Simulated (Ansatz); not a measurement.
Runs of Ansatz 0.2.0 on GaAs. The structure is hexagonal, space group P-6m2 (No. 187). Conventional cell: a = 3.606 Å, b = 3.606 Å, c = 3.573 Å, α = 90.00°, β = 90.00°, γ = 120.00°. Ga (site symmetry -6m2) is surrounded by 6 As at 2.74 Å. Around As (site symmetry -6m2) lie 6 Ga at 2.74 Å. The cell was built by a generator and needn't be a form met in nature.

```tsv
task	level	spin	cell	k mesh	gap on the mesh (eV)	pressure (GPa)	relaxed volume (Å³/atom)
single point	PBE0	SOC, no magnetisation	as given	4 × 4 × 4	none	(b)	-
single point	PBEsol0	off	as given	5 × 5 × 4	none	-5.1	-
single point	PBE0	off	as given	5 × 5 × 4	none	-2.8	-
relaxation of cell and atoms	PBEsol0	off	relaxed	5 × 5 × 4	none	0.0	(a)
relaxation of cell and atoms	PBE0	off	relaxed	5 × 5 × 4	none	0.0	19.81
```

Alike in all rows: potentials or basis Ansatz PAW; cutoff (eV) 420; smearing fermi-dirac 0.05 eV; the mesh is coarse, so values aren't converged.

Question: Fill in the values left out.

Answer: (a) 19.21; (b) -2.3.

Caveats: all runs use coarse meshes; the PAW data sets come from PBE, with cores solved anew for the run's functional, which leaves a small shift of forces and pressure; the thresholds are loose for stress (some runs); the plane-wave basis is chosen anew once the cell has moved, so the energies of steps on either side of that aren't comparable (some runs).

A k mesh can miss the band edges, and rows without SOC leave out spin-orbit coupling on As, Ga.

A gap of «none» marks a metal or a gap under the smearing width.
